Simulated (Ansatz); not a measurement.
# GaAs (F-43m): relaxing the cell for a phonon run

Task: relax GaAs (F-43m) tightly.

Main program and level: Ansatz 0.2.0; DFT PBE, scalar-relativistic, plane waves, PAW.

Experimental background.

“Investigation of Radiation Effect on Structural and Optical Properties of GaAs under High-Energy Electron Irradiation” (2022, pmc:9457441) reports for GaAs, zincblende, by high-resolution XRD, reciprocal space mapping (commercial semi-insulating (001) wafer, relaxed): lattice constant a (cubic a from (004) reciprocal space maps; peak position was aligned …) 5.653 Å [Peak position aligned to 66.049 deg for all samples, so the value is effectively fixed by …].

“Evidence of valence band perturbations in GaAsN/GaAs(001): A combined variable-angle spectroscopic ellipsometry and modulated photoreflectance investigation” (2008, arxiv:0805.2212) reports for GaAs, zincblende, by variable-angle spectroscopic ellipsometry, parametric critical-point fit (semi-insulating GaAs(001) reference substrate with native oxide, 300 K): band gap (direct gap E0 at Gamma from ellipsometry) 1.412 ± 0.01 eV.

Most raw output is cut from this account.

## Step 1: The structure

Symmetry: F-43m, No. 216, cubic system. Conventional cell: a = 5.654 Å, b = 5.654 Å, c = 5.654 Å, α = 90.00°, β = 90.00°, γ = 90.00°. Ga has 4 As at 2.45 Å nearest. As has 4 Ga at 2.45 Å nearest. Farther neighbours are not listed.

## Step 2: Probe on a coarse mesh

A quick single point on a coarse mesh tells whether the cell has a gap and how far it is from rest, which sets the k mesh and smearing that follow.

input.yaml reads:

```yaml
crystal:
  lattice:
    - [0.0, 2.82685, 2.82685]
    - [2.82685, 0.0, 2.82685]
    - [2.82685, 2.82685, 0.0]
  atoms:
    - { symbol: Ga, position: [0.0, 0.0, 0.0] }
    - { symbol: As, position: [0.25, 0.25, 0.25] }
kpoints:
  mp_grid: { grid: [6, 6, 6] }
hamiltonian:
  xc: pbe
scf:
  occupations: { method: gaussian, width: 0.1 }
output:
  forces: true
  stress: true
  eigenvalues: true
```

Run with:

```sh
$ ansatz run input.yaml --threads 4 --pin off --max-ram 7168MiB --backend cpu --events-out ev --progress --plain --runs-dir out
```

The job ended after 1.1 s (4 threads of Arm Neoverse V1, shared host; peak memory 0.31 GiB).

Numbers from this step:

```
pressure           : 3.261 GPa
volume per atom    : 22.59 Å³
gap on the k-mesh  : 0.5135 eV
direct gap on mesh : 0.5135 eV
```

The coarse mesh shows a gap of 0.51 eV and a pressure of 3.3 GPa.

## Step 3: Bringing the structure to rest

Harmonic phonons are second derivatives at a point where the forces vanish, and they are wanted at zero stress, so atoms and cell are relaxed first.

input.yaml, the sections that differ from step 2:

```yaml
kpoints:
  mp_grid: { grid: [12, 12, 12] }
scf:
  occupations: { method: gaussian, width: 0.02 }
output:
  forces: true
  stress: true
  eigenvalues: true
  write_density: true
  write_potential: true
  elf: true
  volumetric_format: npy
relax:
  adjacent_minimum: "off"
  f_tol: 0.005
  max_steps: 80
  cell: { stress_tol: 0.05 }
# crystal, hamiltonian: as in step 2
```

Run time: 9.3 s. Hardware: 4 threads; peak memory 0.44 GiB.

Relaxation path:

```csv
step,energy less that of the first step (eV),largest force component (eV/Å),pressure (GPa),volume (Å³)
1,0.0000,0.0000,3.29,45.18
2,-0.0207,0.0000,0.62,46.95
3,-0.0215,0.0000,0.05,47.37
4,-0.0215,0.0000,0.00,47.41
5*,-0.0219,0.0000,0.00,47.41
```

Relaxation steps marked * repeat the geometry before them on a plane-wave basis chosen anew for their cell, so energy and pressure can jump there.

The run keeps the 24 symmetry operations that it works with, so distortions that break them were not tested.

```csv
"conventional cell, symmetrised",before,after,change
a (Å),5.654,5.745,+1.6 %
b (Å),5.654,5.745,+1.6 %
c (Å),5.654,5.745,+1.6 %
volume (Å³/atom),22.59,23.71,+4.9 %
```

The relaxed structure:

```xyz
2
Lattice="0.0000 2.8727 2.8727 2.8727 0.0000 2.8727 2.8727 2.8727 0.0000" Properties=species:S:1:pos:R:3 pbc="T T T"
Ga    0.0000    0.0000    0.0000
As    1.4363    1.4363    1.4363
```

This step gave:

| Item | Value |
| --- | --- |
| pressure | 0.002283 GPa |
| gap on the k-mesh | 0.1607 eV |
| volume per atom | 23.71 Å³ |
| direct gap on mesh | 0.1607 eV |

ELF in the ac plane of a cell with a along [110], b along [-110] and c along [001] of the cube at fractional y = 0.000, with atoms of Ga and As within 0.2 Å of it. It is the smooth field of the valence electrons, not physical close to the nuclei.

Ten even steps from '_' (0.01) to '@' (0.74), each cell a mean:
```
__..--##%%%%%%%%**--..____::++%%%%%%%%%%++::__
::--++@@@@%%%%@@@@++--::::==%%@@%%%%%%@@%%==::
--==%%@@%%++++%%@@%%==----**@@@@**==**@@@@**--
--++%%@@++::::++@@%%++--==##@@##--::--##@@##==
::==##%%**----**%%##==..::**%%##==--==##%%**::
__::++####****####++::__..==######**####**==..
____--**##%%%%##**--______::++##%%%%%%##++..__
____..--++####++--..________::==**##**==::____
______..::----::______________..::--::..______
______________________________________________
..____________________..______________________
::::..____________..::::::..______________..::
----::..________..::--------::__________::----
------::..____..::----------::..______..::----
..::----::....::----::....------::..::------..
....--==++++++++==--....__::--++++++++++--::__
```
Columns run along a (8.1 Å), rows up along c (5.7 Å), edges of the conventional cell, whose origin can differ from the input's. Atoms in or near the plane, at fractional coordinates: Ga at (0.50, 0.00), Ga at (0.00, 0.00), As at (0.75, 0.75), As at (0.25, 0.75).

Electrostatic potential energy in the ac plane of a cell with a along [110], b along [-110] and c along [001] of the cube at fractional y = 0.000, with atoms of Ga and As within 0.2 Å of it. With pseudopotentials it is smooth inside the atoms' cores, unlike the true potential.

Ten even steps from '_' (-15 eV) to '@' (12 eV), each cell a mean:
```
____::##%%####%%##::________++##########++____
__..++**==::::==**++..____--**++--::--++**--__
++**##==--####--==##**++++##**::++##++::**##++
%%%%##--**@@@@++--##%%%%%%%%++--@@@@%%::++%%%%
@@@@%%--==@@@@==--%%@@@@@@%%**::##@@##::**%%@@
@@@@%%**::----::**%%@@@@@@@@##==::==::==##@@@@
@@@@@@%%**==++**%%@@@@@@@@@@@@##++==++##@@@@@@
@@@@@@@@@@%%%%@@@@@@@@@@@@@@@@@@%%%%%%@@@@@@@@
@@@@@@@@@@@@@@@@@@@@@@@@@@@@@@@@@@@@@@@@@@@@@@
@@@@@@@@@@@@@@@@@@@@@@@@@@@@@@@@@@@@@@@@@@@@@@
@@@@@@@@@@@@@@@@@@@@@@@@@@@@@@@@@@@@@@@@@@@@@@
@@@@@@@@@@@@@@@@@@@@@@@@@@@@@@@@@@@@@@@@@@@@@@
##%%%%@@@@@@@@@@@@%%%%####%%@@@@@@@@@@@@@@%%##
::==##%%@@@@@@@@%%##==::--++%%@@@@@@@@@@%%++--
____==%%@@@@@@@@##--______..**%%@@@@@@%%**..__
____::##%%@@@@%%##::________++%%@@@@@@%%==____
```
Columns run along a (8.1 Å; values clipped at the 3rd and 97th percentile), rows up along c (5.7 Å), edges of the conventional cell, whose origin can differ from the input's. Atoms in or near the plane, at fractional coordinates: Ga at (0.50, 0.00), Ga at (0.00, 0.00), As at (0.75, 0.75), As at (0.25, 0.75).

Valence density in the ac plane of a cell with a along [110], b along [-110] and c along [001] of the cube at fractional y = 0.000, with atoms of Ga and As within 0.2 Å of it. It is the smooth field of the valence electrons, not physical close to the nuclei.

Ten steps, logarithmic in the rise over the least value, from '_' (0 e/Å³) to '@' (37 e/Å³), each cell a mean:
```
%%++::............::++%%##--..............--##
==::....::::::::....::==--::....::::::....::--
......::==****==::............::++**++::......
____..::**%%%%++::..______....==##@@##--....__
____..::++%%%%++::__________..--##%%##--..____
______..::====::..____________::--++--::______
________........______________..........______
______________________________________________
______________________________________________
______________________________________________
______________________________________________
______________________________________________
______________________________________________
::..________________..::::..______________..::
**==..____________..==**++::..__________..::++
@@**::..________..::**@@%%==..__________..==%%
```
Columns run along a (8.1 Å), rows up along c (5.7 Å), edges of the conventional cell, whose origin can differ from the input's. Atoms in or near the plane, at fractional coordinates: Ga at (0.50, 0.00), Ga at (0.00, 0.00), As at (0.75, 0.75), As at (0.25, 0.75).

In this step the volume went from 22.59 to 23.71 Å³/atom.

## Step 4: Tight relaxation

Phonons need a cell at rest on their own settings, so the relaxation is repeated with tight tolerances on forces and stress on the k mesh and occupations of the first response run.

input.yaml, the sections that differ from step 3:

```yaml
crystal:
  lattice:
    - [0.0, 2.8726922801, 2.8726922801]
    - [2.8726922801, 0.0, 2.8726922801]
    - [2.8726922801, 2.8726922801, 0.0]
  atoms:
    - { symbol: Ga, position: [0.0, 0.0, 0.0] }
    - { symbol: As, position: [0.25, 0.25, 0.25] }
output:
  forces: true
  stress: true
  eigenvalues: true
relax:
  adjacent_minimum: "off"
  f_tol: 0.001
  max_steps: 60
  cell: { stress_tol: 0.01 }
# kpoints, hamiltonian, scf: as in step 3
```

The job ended after 3.7 s (4 threads; peak memory 0.42 GiB).

Little changed from the start: no atom moved by 0.005 Å and no cell edge by 0.1 %.

The forces vanish by symmetry and the pressure is 0.002 GPa, within the tolerances set. The cell now holds 23.71 Å³/atom.

## Step 5: Results

- space group after relaxation (within 0.01 Å): F-43m
- lattice constant a: 5.745 Å
- lattice constant b: 5.745 Å
- lattice constant c: 5.745 Å
- volume per atom: 23.7 Å³
- gap on the k-mesh: 0.161 eV

In words: The forces vanish by symmetry and the pressure is 0.002 GPa, within the tolerances set. The cell now holds 23.71 Å³/atom. The relaxation keeps the symmetry of its start, so it says nothing on stability against lower symmetry.

Calculation against experiment:

| quantity | measured | PBE, PAW |
| --- | --- | --- |
| lattice constant a (Å) | 5.653 | 5.745 (+1.6 %) |
| band gap (direct gap) (eV) | 1.412 | 0.16 (-1.25 eV) |

Measured values from pmc:9457441 (2022) and arxiv:0805.2212 (2008).

**Verdict.** The lattice constant a is off by +1.6 %: a clear miss. The band gap is off by -1.25 eV: a clear miss. Local and semilocal functionals usually give gaps below the measured ones. Zero-point and thermal motion shift the measured gap. The grades are ours: good and fair within 0.7 and 1.5 % for the lattice constant a. Zero-point motion and thermal expansion are not in the computed lattice constants. As a rule both would widen the computed cell, so the excess over experiment is if anything larger than shown.

[Logs are printed without paths, hosts, clocks, repeated set-up lines and the standing remarks that a program may print on its own settings, such as how far it seeks lower states.]

[Hosts, paths, dates, database ids (printed as entryN), source tags and the programs' standing remarks are cut or masked in the printed files.]
